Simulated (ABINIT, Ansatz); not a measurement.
# SiC (P6_3mc): G0W0 with ABINIT, start to end, part 3 of 3

Aim: the G0W0 gap of SiC (P6_3mc) on PBE, step by step.

ABINIT 10.8.3; PBE and many-body steps on it, plane waves. Known limits of the many-body steps: not at the basis limit.

So far. Step 4 (Empty states on the mesh, 6×6×4 mesh, 127 bands): On this mesh the gap is 2.275 eV. Step 5 (Screening, 6×6×4 mesh, 119 bands, screening to 179.6 eV): Local fields lower ε∞ by 9 %.

## 6. Self-energy, 6×6×4 mesh, 119 bands, screening to 179.6 eV

The self-energy is evaluated for the states that the input lists, and the levels follow from it, in one-shot runs by the linearised quasiparticle equation.

This step: G0W0 on PBE, plane waves, norm-conserving pseudopotentials.

The input, run.abi:

```
acell 3*1.0 Angstrom
rprim 
  3.073513928196 0.000000000001 0.000000000000
  -1.536756964099 2.661741140703 0.000000000000
  0.000000000000 0.000000000000 5.045247710000
ntypat 2
znucl 14 6
natom 4
typat 1 1 2 2
xred 
  0.333333333333 0.666666666667 0.499602400000
  0.666666666667 0.333333333333 0.999602400000
  0.333333333333 0.666666666667 0.875397600000
  0.666666666667 0.333333333333 0.375397600000
pp_dirpath "pseudos"
pseudos "Si.upf, C.upf"
ecut 37
ngkpt 6 6 4
nshiftk 1
shiftk 0 0 0
kptopt 1
chksymbreak 0
istwfk *1
occopt 1
irdwfk 1
optdriver 4
nband 119
gwcalctyp 0
ecutsigx 37
symsigma 1
nkptgw 3
kptgw 
  0.0000000000 0.0000000000 0.0000000000
  0.3333333333 0.3333333333 0.0000000000
  0.5000000000 0.0000000000 0.0000000000
bdgw 
  7 10
  6 10
  7 10
ecuteps 6.6
irdscr 1
ppmodel 1
indata_prefix "in"
outdata_prefix "out"
tmpdata_prefix "tmp"
```

Command:

```console
OMP_NUM_THREADS=1 mpirun -n 8 abinit run.abi > log
```

Numbers of over 12 decimals in the logs are rounded to 6 here.

What it wrote:

```text
.Version 10.8.3 of ABINIT. v10.8.2 released Aug 2026.

 Symmetries : space group P6_3 m c (#186); Bravais hP (primitive hexag.)
[... echo of the input left out ...]
== DATASET  1 ==================================================================
-   mpi_nproc: 8, omp_nthreads: 1 (-1 if OMP is not activated)

--- !DatasetInfo
iteration_state: {dtset: 1, }
dimensions: {natom: 4, nkpt: 21, mband: 119, nsppol: 1, nspinor: 1, nspden: 1, mpw: 3015, }
cutoff_energies: {ecut:  37.0, pawecutdg:  -1.0, }
electrons: {nelect:   1.60000000E+01, charge:   0.00000000E+00, occopt:   1.00000000E+00, tsmear:   1.00000000E-02, }

 SIGMA: Calculation of the GW corrections

 Based on a program developped by R.W. Godby, V. Olevano, G. Onida, and L. Reining.
 Incorporated in ABINIT by V. Olevano, G.-M. Rignanese, and M. Torrent.
.Using double precision arithmetic ; gwpc =  8

[... cell and pseudopotentials left out ...]
--------------------------------------------------------------------------------

 ==== K-mesh for the wavefunctions ====
 Number of points in the irreducible wedge :    21
[... list of points left out ...]
 Together with 12 symmetry operations and time-reversal symmetry
 yields   144 points in the full Brillouin Zone.

 ==== Q-mesh for screening function ====
 Number of points in the irreducible wedge :    21
[... list of points left out ...]
 Together with 12 symmetry operations and time-reversal symmetry
 yields   144 points in the full Brillouin Zone.

 vcoul_init : cutoff-mode = AUXILIARY_FUNCTION
 q-points for optical limit:   1
     1)      0.000010    0.000020    0.000030
 setmesh: FFT mesh size selected  =    27x   27x   54
          total number of points  =        39366

 Number of electrons calculated from density =   16.0000; Expected =   16.0000
 average of density, n =  0.057443
 r_s =    1.6078
 omega_plasma =   23.1193 [eV]

 === KS Band Gaps ===
  >>>> For spin  1
   Minimum direct gap =   3.9851 [eV], located at k-point      :   0.5000  0.0000  0.0000
   Fundamental gap    =   2.2753 [eV], Top of valence bands at :   0.0000  0.0000  0.0000
                                       Bottom of conduction at :   0.3333  0.3333  0.0000
 SIGMA fundamental parameters:
 PLASMON POLE MODEL  1
 number of plane-waves for SigmaX                 2973
 number of plane-waves for SigmaC and W            245
 number of plane-waves for wavefunctions          2973
 number of bands                                   119
 number of independent spin polarizations            1
 number of spinorial components                      1
 number of k-points in IBZ                          21
 number of q-points in IBZ                          21
 number of symmetry operations                      12
 number of k-points in BZ                          144
 number of q-points in BZ                          144
 number of frequencies for dSigma/dE                 9
 frequency step for dSigma/dE [eV]                0.25
 number of omega for Sigma on real axis              0
 max omega for Sigma on real axis  [eV]           0.00
 zcut for avoiding poles [eV]                     0.10

 EPSILON^-1 parameters (SCR file):
 dimension of the eps^-1 matrix on file            245
 dimension of the eps^-1 matrix used               245
 number of plane-waves for wavefunctions          2973
 number of bands                                   119
 number of q-points in IBZ                          21
 number of frequencies                               2
 number of real frequencies                          1
 number of imag frequencies                          1

 matrix elements of self-energy operator (all in [eV])

 Perturbative Calculation

--- !SelfEnergy_ee
iteration_state: {dtset: 1, }
kpoint     : [   0.000,    0.000,    0.000, ]
spin       : 1
KS_gap     :    4.820
QP_gap     :    5.675
Delta_QP_KS:    0.855
data: !SigmaeeData |
     Band     E0 <VxcDFT>   SigX SigC(E0)      Z dSigC/dE  Sig(E)    E-E0       E
        7   7.012 -15.027 -17.600   2.060   0.793  -0.261 -15.434  -0.406   6.605
        8   7.012 -15.027 -17.600   2.060   0.793  -0.261 -15.434  -0.406   6.605
        9  11.832 -12.163  -6.994  -4.614   0.807  -0.239 -11.714   0.449  12.281
       10  13.231 -12.779  -7.194  -5.042   0.794  -0.260 -12.348   0.431  13.663

--- !SelfEnergy_ee
iteration_state: {dtset: 1, }
kpoint     : [   0.333,    0.333,    0.000, ]
spin       : 1
KS_gap     :    6.117
QP_gap     :    7.150
Delta_QP_KS:    1.033
data: !SigmaeeData |
     Band     E0 <VxcDFT>   SigX SigC(E0)      Z dSigC/dE  Sig(E)    E-E0       E
        6   2.959 -13.062 -17.039   2.962   0.781  -0.280 -13.855  -0.793   2.165
        7   2.959 -13.062 -17.039   2.962   0.781  -0.280 -13.855  -0.793   2.165
        8   3.170 -13.150 -17.127   2.957   0.782  -0.279 -13.948  -0.798   2.372
        9   9.287  -9.908  -5.628  -3.994   0.825  -0.213  -9.672   0.235   9.522
       10  15.194 -12.311  -6.198  -5.276   0.793  -0.261 -11.647   0.664  15.858

--- !SelfEnergy_ee
iteration_state: {dtset: 1, }
kpoint     : [   0.500,    0.000,    0.000, ]
spin       : 1
KS_gap     :    3.985
QP_gap     :    4.856
Delta_QP_KS:    0.871
data: !SigmaeeData |
     Band     E0 <VxcDFT>   SigX SigC(E0)      Z dSigC/dE  Sig(E)    E-E0       E
        7   3.715 -12.813 -16.235   2.501   0.789  -0.268 -13.539  -0.726   2.989
        8   5.813 -14.520 -17.600   2.358   0.790  -0.265 -15.091  -0.571   5.242
        9   9.798 -10.579  -6.048  -4.165   0.821  -0.218 -10.279   0.300  10.099
       10  11.240 -11.760  -6.959  -4.234   0.810  -0.235 -11.301   0.459  11.699

== END DATASET(S) ==============================================================
================================================================================

 -outvars: echo values of variables after computation  --------
           etotal      0.0000000000E+00
            nband         119
             nkpt          21
          spgroup         186
 [... the other variables as echoed above ...]

 Calculation completed.
```

Run time: 16 s. Hardware: 8 MPI ranks of Arm Neoverse V2, shared host; peak memory 1.9 GiB; 2.1 min of CPU time.

This step gave:

| Item | Value |
| --- | --- |
| G0W0 gap on the points computed | 2.917 eV |
| starting gap on the mesh | 2.275 eV |
| k of the valence top | 0, 0, 0 |
| k of the conduction bottom | 0.3333, 0.3333, 0 |
| Z at the valence top | 0.793 |
| Z at the conduction bottom | 0.825 |
| least direct G0W0 gap on the computed points | 4.857 eV |

The gap on the mesh goes from 2.28 eV to 2.92 eV, a correction of +0.64 eV.

Limits: finite bands, cutoff and mesh. v1 is the top filled band, c1 the lowest empty one. Levels before and after the correction, in eV, zero at the valence-band top of each column:

```tsv
	conduction bottom	valence top
Kohn-Sham	2.28	0.00
G0W0	2.92	0.00
```

```tsv
	level	energy (eV)
Kohn-Sham	Γ v2-v1	0.000
Kohn-Sham	Γ c1	4.820
Kohn-Sham	Γ c2	6.220
Kohn-Sham	(0.333 0.333 0) v3-v2	-4.053
Kohn-Sham	(0.333 0.333 0) v1	-3.842
Kohn-Sham	(0.333 0.333 0) c1	2.275
Kohn-Sham	(0.333 0.333 0) c2	8.182
G0W0	Γ v2-v1	0.000
G0W0	Γ c1	5.676
G0W0	Γ c2	7.058
G0W0	(0.333 0.333 0) v3-v2	-4.440
G0W0	(0.333 0.333 0) v1	-4.233
G0W0	(0.333 0.333 0) c1	2.917
G0W0	(0.333 0.333 0) c2	9.253
```

## 7. Where the time went

Times are wall times on 8 MPI ranks of Arm Neoverse V2, shared host, good to a factor of about two.

```tsv
step	time	share	memory (GiB)
ground state	4.1 s	3 %	0.54
bands along the symmetry lines	6.3 s	5 %	0.52
empty states on the mesh	47 s	38 %	4.3
screening	50 s	41 %	1.8
self-energy	16 s	13 %	1.9
```

## 8. Outcome

| Quantity | Value |
| --- | --- |
| PBE gap | 2.28 eV, indirect |
| G0W0 gap on the mesh | 2.92 eV |
| GW settings | 6×6×4 mesh, 119 bands, screening to 179.6 eV, Godby-Needs plasmon pole |
| known limits | not at the basis limit |

**Reading.** G0W0 moves the gap on the mesh from 2.28 eV to 2.92 eV (+0.64 eV), with Z of 0.79 and 0.82 at the edges. Local fields lower the RPA ε∞ on this mesh from 7.51 to 6.85. Only 3 of the mesh's irreducible points were corrected, so a valley elsewhere could overtake. Against experiment, by G0W0@PBE: the gap of 2.92 eV lies −0.41 eV from the measured 3.33 eV (kind not stated, quoted 2020). The calculation has static nuclei and no excitons; a measured gap holds zero-point and thermal motion, which mostly lowers it. Bands and cutoff are finite, so the gap is not at the basis limit. The miss can reach some tenths of an eV and take either sign; the mesh is an error of its own. In the G0W0 run levels were corrected at 3 k points alone, so a gap called «on the mesh» is the least over those, and an edge elsewhere would be missed.

[Paths, hosts, dates, memory and timing lines, banners, echoed tables and standing remarks are left out of the program output.]

[Logs are printed without paths, hosts, clocks, repeated set-up lines and the standing remarks that a program may print on its own settings, such as how far it seeks lower states.]

[Runs of the session that timed out or met a known fault of the program may be left out.]

[Hosts, paths, dates, database ids (printed as entryN), source tags and the programs' standing remarks are cut or masked in the printed files.]

[G0W0 gaps are taken among the corrected bands and points alone; a level outside them can change the order at an edge.]

[Where Ansatz stands beside ABINIT at settings called matched, ABINIT's density can come from a denser mesh and the files from another edition; pairs whose starting gaps differed by over 0.03 eV were left out, so agreement reads better than it is.]
